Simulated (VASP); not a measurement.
Here is a VASP 6.6.1 calculation.

File INCAR:

```
ALGO = Normal
EDIFF = 1E-6
EDIFFG = -0.01
ENCUT = 600
GGA = PE
IBRION = 2
ISIF = 3
ISMEAR = 0
IVDW = 12
KPAR = 2
LASPH = T
LCHARG = F
LREAL = F
LWAVE = F
NELM = 80
NSW = 90
PREC = Accurate
SIGMA = 0.03
```

KPOINTS

```
k-points
0
Gamma
  9 9 5
```

Contents of POSCAR:

```
SnS2
1.0
    3.6390000000      0.0000000000      0.0000000000
   -1.8195000000      3.1514664444      0.0000000000
    0.0000000000      0.0000000000      5.8680000000
Sn S
1 2
Direct
    0.0000000000      0.0000000000      0.0000000000
    0.3333333333      0.6666666667      0.2500000000
    0.6666666667      0.3333333333      0.7500000000
```

Potentials or basis: VASP PAW PBE potentials, release 64 (Sn_d, S).

The run is started by

```bash
$ cat potpaw_PBE.64/Sn_d/POTCAR potpaw_PBE.64/S/POTCAR > POTCAR
$ mpirun -np 2 vasp_std > vasp.out
```

Question: Predict the space group after relaxing (to 0.05 Å).

Answer: P-3m1 (No. 164).

Question: Predict the relaxed volume.

Answer: 22.57 Å³/atom.

Question: Estimate the band gap on the k mesh.

Answer: 1.31 eV, indirect (least direct gap 1.75 eV).

Question: What does it give for the dispersion energy per atom?

Answer: -0.328 eV.

Step by step:
| step | energy change (eV) | largest force (eV/Å) | pressure (GPa) | volume (Å³) |
| --- | --- | --- | --- | --- |
| 1 | 0.0000 | 0.2533 | 1.72 | 67.30 |
| 2 | -0.0012 | 0.1919 | -1.55 | 69.66 |
| 3 | -0.0080 | 0.0160 | -0.06 | 68.51 |
| 4 | -0.0080 | 0.0202 | 0.00 | 68.48 |
| 5 | -0.0082 | 0.0292 | 0.00 | 68.45 |
| 6 | -0.0085 | 0.0517 | -0.04 | 68.37 |
| 7 | -0.0087 | 0.0381 | -0.07 | 68.31 |
| 8 | -0.0091 | 0.0001 | -0.17 | 68.12 |
| 9 | -0.0092 | 0.0182 | -0.23 | 68.02 |
| 10 | -0.0093 | 0.0098 | -0.08 | 67.86 |
| 11 | -0.0093 | 0.0081 | -0.09 | 67.82 |
| 12 | -0.0094 | 0.0046 | -0.03 | 67.75 |
| 13 | -0.0094 | 0.0027 | 0.08 | 67.62 |
| 14 | -0.0094 | 0.0018 | -0.01 | 67.70 |

Caveat: spin-orbit coupling is left out, which moves the levels of the heavy elements; an odd mesh through Γ misses points on the zone boundary, where band edges often lie. Zero-point motion and thermal expansion aren't in these numbers.
